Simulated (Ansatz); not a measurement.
Relaxed bulk HfO2:

```
Hf O
1.0
     0.00000    2.52916    2.52916
     2.52916    0.00000    2.52916
     2.52916    2.52916    0.00000
Hf O
1 2
Direct
  0.00000 0.00000 0.00000
  0.25000 0.25000 0.25000
  0.75000 0.75000 0.75000
```

Miller indices refer to the conventional cell of Fm-3m (No. 225), a = 5.058 Å, b = 5.058 Å, c = 5.058 Å, α = 90.00°, β = 90.00°, γ = 90.00°. The bulk's gap is 4.30 eV.

The (111) slab of 11 planes, 10.2 Å thick with 15 Å of vacuum as cut; outer planes O (top) and O (bottom).

Theory: Ansatz, DFT r2SCAN, scalar-relativistic, plane waves, PAW. Plane waves to 500 eV, a k mesh through Γ of 9×9×1 on the computed 11-atom cell and Gaussian smearing (0.05 eV); no spin polarisation. The cell repeats along c with a dipole correction in the vacuum.

The slab isn't stoichiometric (Hf3O8), so its surface energy depends on the chemical potentials; it is given with the excess atoms taken from the element's standard state, a limit at which the compound may itself be unstable, so the figure can be too low. This cut of an insulator is polar or leaves open shells, so the slab is metallic here; real surfaces compensate by reconstruction or adsorbates.

With the atoms at the bulk's places:

* Surface energy with the excess atoms taken from the elements: 6.23 J/m²
* Gap of the slab on the mesh: none (metal or semimetal)
* Work function: 9.73 eV

**Question.** What changes when all atoms relax within this surface cell and its symmetry?

**Answer.** The energy falls by 0.448 J/m² a face, and the largest move is 0.13 Å.

For the relaxed slab, the surface energy with the excess atoms taken from the elements is 5.78 J/m². The gap of the slab on the mesh is none (metal or semimetal) and the work function is 9.92 eV.

```
plane (bottom to top) atoms spacing to next, bulk (Å) relaxed (Å) change (%)
                    1      O                      1.460        1.445        -1.1
                    2      O                      0.730        0.524       -28.3
                    3     Hf                      0.730        0.858       +17.6
                    4      O                      1.460        1.483        +1.6
                    5      O                      0.730        0.712        -2.5
                    6     Hf                      0.730        0.712        -2.5
                    7      O                      1.460        1.483        +1.6
                    8      O                      0.730        0.858       +17.6
                    9     Hf                      0.730        0.524       -28.3
                   10      O                      1.460        1.445        -1.1
                   11      O
```

Spin-orbit coupling is left out, which matters for the bands of heavy elements.

The reference crystal is the fluorite-type form of HfO2, which isn't its usual structure.